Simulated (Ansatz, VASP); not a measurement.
## Two plane-wave programs on Sc

```
Sc
1.0
     3.24586    0.00000    0.00000
    -1.62293    2.81100    0.00000
     0.00000    0.00000    5.48388
Sc
2
Direct
  0.33333 0.66667 0.23861
  0.66667 0.33333 0.76139
```

Alike in both runs: task single point; functional PBE; k mesh 15 × 15 × 8; occupations gaussian, width 0.1 eV; no spin polarisation.

|  | VASP | Ansatz |
| --- | --- | --- |
| version | VASP 6.6.1 | Ansatz 0.2.0 |
| potentials or method | VASP PAW PBE potentials, release 64 (Sc_sv) | scalar-relativistic, plane waves, PAW |
| plane-wave cutoff (eV) | 520 | 420 |
| valence electrons in the cell | 22 | 22 |

```tsv
	VASP	Ansatz	Ansatz less VASP
gap on the k mesh at the Fermi level (eV)	none	none	-
pressure (GPa)	-0.3	-0.3	-0.03
largest component of the traceless stress (GPa)	3.29	3.29	-0.002
rms of the force components (eV/Å)	0.191	0.190	-0.0015
```

Atom by atom the forces differ by 0.001 eV/Å (rms over components). A gap of «none» marks a metal or a gap that the smearing closes. The functional is the same, so the differences come from potentials, cutoffs and numerics.
